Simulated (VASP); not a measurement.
# Pd (Fm-3m) in VASP: a series of runs

One crystal, Pd, is run at these levels: AM05; tasks: relaxation of cell and atoms.

Program: VASP 6.6.1. These are calculated values, not measurements. Logs are shortened: lines on timing, memory, paths and dates and some standing lists are left out, and cuts for length are marked.

### Step 1. The crystal as given

Symmetry: Fm-3m, No. 225, cubic system. The conventional cell has a = 3.893 Å, b = 3.893 Å, c = 3.893 Å, α = 90.00°, β = 90.00°, γ = 90.00°. Pd (site symmetry m-3m) is surrounded by 12 Pd at 2.75 Å.

### Step 2. Relaxation of cell and atoms, AM05

File INCAR:

```
SYSTEM = Pd
  ALGO = Normal
  EDIFF = 1E-6
  EDIFFG = -0.01
  ENCUT = 600
  GGA = AM
  IBRION = 2
  ISIF = 3
  ISMEAR = 1
  LASPH = .TRUE.
  LCHARG = .FALSE.
  LREAL = .FALSE.
  LWAVE = .FALSE.
  NELM = 80
  NSW = 90
  PREC = Accurate
  SIGMA = 0.1
```

File KPOINTS:

```
k-points
0
G
  16 16 16
  0 0 0
```

File POSCAR:

```
Pd
1.0
    0.0000000000      1.9465000000      1.9465000000
    1.9465000000      0.0000000000      1.9465000000
    1.9465000000      1.9465000000      0.0000000000
Pd
1
Direct
    0.0000000000      0.0000000000      0.0000000000
```

Potentials or basis: VASP PAW PBE potentials, release 64 (Pd).

Started as:

```bash
$ cat potpaw_PBE.64/Pd/POTCAR > POTCAR
$ mpirun -np 1 vasp_std > vasp.out
```

OUTCAR:

```text
SYSTEM = Pd
   EDIFF = 1E-6
   EDIFFG = -0.01
   ENCUT = 600
   GGA = AM
   IBRION = 2
   ISIF = 3
   ISMEAR = 1
   LASPH = .TRUE.
   LREAL = .FALSE.
   NELM = 80
   NSW = 90
   PREC = Accurate

 ion  position               nearest neighbor table
   1  0.000  0.000  0.000-

  LATTYP: Found a face centered cubic cell.
 ALAT       =     3.8930000000

  Lattice vectors:

 A1 = (   0.0000000000,   1.9465000000,   1.9465000000)
 A2 = (   1.9465000000,   0.0000000000,   1.9465000000)
 A3 = (   1.9465000000,   1.9465000000,   0.0000000000)

Analysis of symmetry for initial positions (statically):
=====================================================================
 Subroutine PRICEL returns:
 Original cell was already a primitive cell.

 Routine SETGRP: Setting up the symmetry group for a
 face centered cubic supercell.

 Subroutine GETGRP returns: Found 48 space group operations
 (whereof 48 operations were pure point group operations)
 out of a pool of 48 trial point group operations.

The static configuration has the point symmetry O_h .

Analysis of symmetry for dynamics (positions and initial velocities):
=====================================================================
 Subroutine PRICEL returns:
 Original cell was already a primitive cell.

 Routine SETGRP: Setting up the symmetry group for a
 face centered cubic supercell.

 Subroutine GETGRP returns: Found 48 space group operations
 (whereof 48 operations were pure point group operations)
 out of a pool of 48 trial point group operations.

The dynamic configuration has the point symmetry O_h .

 Subroutine INISYM returns: Found 48 space group operations
 (whereof 48 operations are pure point group operations),
 and found     1 'primitive' translations

----------------------------------------------------------------------------------------

                                     Primitive cell

  volume of cell :      14.7500

  direct lattice vectors                    reciprocal lattice vectors
     0.000000000  1.946500000  1.946500000    -0.256871307  0.256871307  0.256871307
     1.946500000  0.000000000  1.946500000     0.256871307 -0.256871307  0.256871307
     1.946500000  1.946500000  0.000000000     0.256871307  0.256871307 -0.256871307

  length of vectors
     2.752766699  2.752766699  2.752766699     0.444914156  0.444914156  0.444914156

  position of ions in fractional coordinates (direct lattice)
     0.000000000  0.000000000  0.000000000

[... 87 lines left out ...]
   NUPDOWN=      -1.0000    fix difference up-down
   EMIN   =  10.00;   EMAX   =-10.00  energy-range for DOS
   EFERMI =   0.00;   METHOD = LEGACY
   ISMEAR =     1;   SIGMA  =   0.10  broadening in eV -4-tet -1-fermi 0-gaus
   EFERMI_NEDOS =   21; number of points for ismear=-14 and -15
   IALGO  =     38    algorithm
   IMIX   =      4    mixing-type and parameters
     AMIX     =   0.40;   BMIX     =  1.00
     AMIX_MAG =   1.60;   BMIX_MAG =  1.00
  volume/ion in A,a.u.               =      14.75        99.54
  Fermi-wavevector in a.u.,A,eV,Ry     =   1.438171  2.717748 28.141404  2.068335
  Thomas-Fermi vector in A             =   2.557167
   LORBIT       =      0    0 simple, 1 ext, 2 COOP (PROOUT), +10 PAW based schemes
   GGA     = AM    functional components
   LHFCALC =     F    Hartree Fock is set to
   AEXX    =    0.0000 exact exchange contribution
   IVDW    =     0    specifies the selected vdW correction
   LEPSILON=     F    determine dielectric tensor
   LRPA    =     F    only Hartree local field effects (RPA)
 conjugate gradient relaxation of ions
 non-spin polarized calculation
 Methfessel and Paxton  Order N= 1 SIGMA  =   0.10
  energy-cutoff  :      600.00
  volume of cell :       14.75
 maximum number of plane-waves:       531
 NGX is ok and might be reduce to    24
   NGX = 11   NGY = 11   NGZ = 11

--------------------------------------- Ionic step        1  -------------------------------------------

 number of electron      10.0000000 magnetization

 number of electron       9.9999999 magnetization

 Free energy of the ion-electron system (eV)
  ---------------------------------------------------
  ext. energy  EPLUGINS =         0.00000000
  ---------------------------------------------------
  free energy    TOTEN  =        -5.65837178 eV

  energy without entropy =       -5.65835748  energy(sigma->0) =       -5.65836701

------------------------ aborting loop because EDIFF is reached ----------------------------------------

  FORCE on cell =-STRESS in cart. coord.  units (eV):
  Direction    XX          YY          ZZ          XY          YZ          ZX
  --------------------------------------------------------------------------------------
  -------------------------------------------------------------------------------------
  Total       -0.3368096     -0.3368096     -0.3368096      0.0000000      0.0000000     -0.0000000
  in kB      -36.5848913    -36.5848913    -36.5848913      0.0000000      0.0000000     -0.0000000
  external PRESSURE =     -36.5848913 kB  Pullay stress =       0.0000000 kB
[... 22 lines left out ...]
--------------------------------------- Ionic step        2  -------------------------------------------

 number of electron      10.0000002 magnetization

 E-fermi :  10.5053     XC(G=0): -13.6718

 val. band max:       10.5042399403   @ k =   0.5000   0.1250   0.0000
 cond. band min:      10.5110167888   @ k =   0.5000   0.3750   0.0625
 fundamental gap:      0.0067768485
 Fermi energy:        10.5052951841

 k-point     1 :       0.0000    0.0000    0.0000
  band No.  band energies     occupation
      1       2.8506      2.00000
      2       7.4055      2.00000
      3       7.4055      2.00000
      4       7.4055      2.00000
      5       9.1742      2.00000
      6       9.1742      2.00000
      7      27.5813      0.00000
      8      32.6730      0.00000
      9      32.6730      0.00000
[... 310 lines left out ...]
--------------------------------------- Ionic step        3  -------------------------------------------

 number of electron      10.0000001 magnetization

 Free energy of the ion-electron system (eV)
  ---------------------------------------------------
  ext. energy  EPLUGINS =         0.00000000
  ---------------------------------------------------
  free energy    TOTEN  =        -5.66159768 eV

  energy without entropy =       -5.66165124  energy(sigma->0) =       -5.66161553

 E-fermi :   9.9682     XC(G=0): -13.4780

 val. band max:        9.9662801793   @ k =   0.5000   0.1250   0.0000
 cond. band min:       9.9733819258   @ k =   0.5000   0.3750   0.0625
 fundamental gap:      0.0071017464
 Fermi energy:         9.9681910371

 k-point     1 :       0.0000    0.0000    0.0000
  band No.  band energies     occupation
      1       2.5641      2.00000
      2       7.0193      2.00000
      3       7.0193      2.00000
      4       7.0193      2.00000
      5       8.7026      2.00000
      6       8.7026      2.00000
      7      27.0474      0.00000
      8      31.9643      0.00000
      9      31.9643      0.00000
[... 304 lines left out ...]
  FREE ENERGIE OF THE ION-ELECTRON SYSTEM (eV)
  ---------------------------------------------------
  free  energy   TOTEN  =        -5.6615976787 eV

  energy  without entropy=       -5.6616512355  energy(sigma->0) =       -5.66161553

 reached required accuracy - stopping structural energy minimisation
```

It took 33 s on 1 thread of Intel Xeon Platinum 8488C (Sapphire Rapids), shared host; peak memory 0.17 GiB.

Results:

| Quantity | Value |
| --- | --- |
| Free energy | -5.6616 eV |
| Relaxed volume | 14.48 Å³/atom |
| Relaxed cell | a = 2.736 Å, b = 2.736 Å, c = 2.736 Å, α = 60.00°, β = 60.00°, γ = 60.00° |
| Space group after relaxing (to 0.05 Å) | Fm-3m (No. 225) |
| Energy gained by relaxing | 3.2 meV/atom |
| Ionic steps | 3 |
| Pressure after relaxing | 0.0 GPa |
| Band gap on the k mesh | none (metal or under the smearing width) |

Step by step:
```csv
step,energy change (eV),largest force (eV/Å),pressure (GPa),volume (Å³)
1,0.0000,0.0000,-3.66,14.75
2,0.0055,0.0000,6.71,14.04
3,-0.0032,0.0000,-0.03,14.48
```

Final structure:
```xyz
1
Lattice="0.0000 1.9343 1.9343 1.9343 0.0000 1.9343 1.9343 1.9343 0.0000" Properties=species:S:1:pos:R:3 pbc="T T T"
Pd    0.0000    0.0000    0.0000
```

Caveat: the PAW data sets were made with another functional, which shifts forces and pressure a little.

[end of part 1 of 2]
